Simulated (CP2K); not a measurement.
Runs of CP2K 2026.2 on Sn. It takes space group I4/mmm (No. 139, tetragonal). Conventional cell: a = 4.058 Å, b = 4.058 Å, c = 3.322 Å, α = 90.00°, β = 90.00°, γ = 90.00°. Sn (site symmetry 4/mmm) has 10 Sn at 3.32 Å as nearest neighbours. This isn't the form of Sn at room conditions, which is tetragonal (white tin).

```tsv
level	cutoff of the non-local correlation (Ry)	gap on the mesh (eV)	pressure (GPa)
LDA	-	none	1.5
HLE16	-	none	-9.5
BEEF-vdW	300	none	(b)
revPBE	-	none	(a)
TPSS	-	none	2.4
```

Alike in all rows: task single point; potentials or basis POTENTIAL_UZH Sn GTH-PBE-q4; TZVP-MOLOPT-PBE-GTH basis; no spin polarisation; cell as given; k mesh 10 × 10 × 10; smearing fermi-dirac 0.05 eV.

Fill in the values left out.

(a) 2.1; (b) 2.2.

Caveats: the potentials were made for another functional, which shifts forces and pressure; the basis of atomic orbitals isn't converged, which shifts pressures, moduli and gaps; the potentials were made for a functional far from this one (some runs).

A k mesh can miss the band edges, and the runs leave out spin-orbit coupling on Sn.

A gap of «none» marks a metal or a gap under the smearing width.

Runs at the PBE level aren't shown here.
